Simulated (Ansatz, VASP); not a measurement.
# MgO in VASP and in Ansatz

The input INCAR:

```
SYSTEM = MgO
PREC     = Accurate       ! precision mode
ENCUT    = 520            ! plane-wave cutoff, eV
EDIFF    = 1E-6           ! SCF threshold, eV
ISMEAR   = -1             ! smearing method
SIGMA    = 0.02           ! smearing width, eV
LREAL    = .False.        ! projectors in reciprocal space
LASPH    = .True.         ! aspherical terms in the spheres
NELM     = 100            ! most SCF steps
ALGO     = Normal         ! electronic algorithm
ISIF     = 2              ! what is computed and relaxed
LWAVE    = .False.        ! write WAVECAR
LCHARG   = .True.         ! write CHGCAR
GGA      = PE             ! functional
LELF     = .True.         ! ELF
LVHAR    = .True.       
NBANDS   = 11             ! bands
```

The input KPOINTS:

```
regular mesh
0
Gamma
  10 10 10
  0 0 0
```

The input POSCAR:

```
MgO
1.0
    0.0210216742      2.1231890900      2.1231890900
    2.1231890900      0.0210216742      2.1231890900
    2.1231890900      2.1231890900      0.0210216742
Mg O
1 1
Direct
    0.0000000000      0.0000000000      0.0000000000
    0.5000000000      0.5000000000      0.5000000000
```

Input for Ansatz:

```yaml
crystal:
  lattice:
    - [0.0210216742, 2.12318909, 2.12318909]
    - [2.12318909, 0.0210216742, 2.12318909]
    - [2.12318909, 2.12318909, 0.0210216742]
  atoms:
    - { symbol: Mg, position: [0.0, 0.0, 0.0] }
    - { symbol: O, position: [0.5, 0.5, 0.5] }
kpoints:
  mp_grid: { grid: [10, 10, 10] }
  band_path:
    path:
      - [0.0, 0.0, 0.0]
      - [0.5, 0.0, 0.5]
      - [0.625, 0.25, 0.625]
      - [0.375, 0.375, 0.75]
      - [0.5, 0.5, 0.5]
      - [0.5, 0.25, 0.75]
    npoints: 1
hamiltonian:
  xc: pbe
scf:
  occupations: { method: fermi_dirac, width: 0.02 }
  n_extra_bands: 4
output:
  forces: true
  stress: true
  eigenvalues: true
```

Change from the starting cell: shear_111 strain +1.5%.

Alike in both runs: task single point; functional PBE; k mesh 10 × 10 × 10; occupations fermi-dirac, width 0.02 eV; no spin polarisation.

|  | VASP | Ansatz |
| --- | --- | --- |
| version | VASP 6.6.1 | Ansatz 0.2.0 |
| potentials or method | VASP PAW PBE potentials, release 64 (Mg, O) | plane waves, PAW |
| plane-wave cutoff (eV) | 520 | 420 |
| valence electrons in the cell | 8 | 16 |

|  | VASP | Ansatz | Ansatz less VASP |
| --- | --- | --- | --- |
| gap on the k mesh at the Fermi level (eV) | 4.59 | 4.61 | +0.017 |
| pressure (GPa) | 2.4 | 3.1 | +0.74 |
| largest component of the traceless stress (GPa) | 1.48 | 1.47 | -0.012 |

The two sets of potentials don't hold the same shells in valence.
